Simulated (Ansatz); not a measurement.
Method: DFT PBE, scalar-relativistic, plane waves, PAW in Ansatz. Settings: cutoff 420 eV, Γ-centred meshes spaced at most about 0.3 Å⁻¹ (2π included), Gaussian smearing. No spin polarisation in the final relaxations.

These are static total energies at zero pressure. Lower structures may exist.

Question: Which of these relaxed structures of BaTiO3 is the lowest in energy?
A.

```xyz
5
Lattice="2.8629 1.6529 2.3563 -2.8629 1.6529 2.3563 0.0000 -3.3058 2.3563" Properties=species:S:1:pos:R:3 pbc="T T T"
Ba    0.0000    0.0000    0.0354
Ti    0.0000    0.0000    3.6700
O     0.0000   -1.6179    4.6055
O    -1.4012    0.8090    4.6055
O     1.4012    0.8090    4.6055
```

B.

```xyz
5
Lattice="4.0193 0.0000 0.0000 0.0000 4.0193 0.0000 0.0000 0.0000 4.0193" Properties=species:S:1:pos:R:3 pbc="T T T"
Ba    2.0096    2.0096    2.0096
Ti    0.0000    0.0000    0.0000
O     2.0096    0.0000    0.0000
O     0.0000    2.0096    0.0000
O     0.0000    0.0000    2.0096
```

Answer: A. It has space group R3m (No. 160); the next, B, with the cubic perovskite type, space group Pm-3m (No. 221), lies 13 meV/atom higher. Counting O atoms around Ba and Ti (those within 1.25 times the shortest such distance or 1.15 times the sum of covalent radii, 1.27 where that leaves under three; a plus sign parts nearer from farther groups), the lowest has Ba 12, Ti 3+3 and the next has Ba 12, Ti 6.

The R3m cell at 13.4 Å³/atom was relaxed from a cell as deposited in COD. The Pm-3m cell at 13.0 Å³/atom was relaxed from a cell as deposited in COD.

Some candidate types were left out of the draw beforehand, so a known form may be missing.
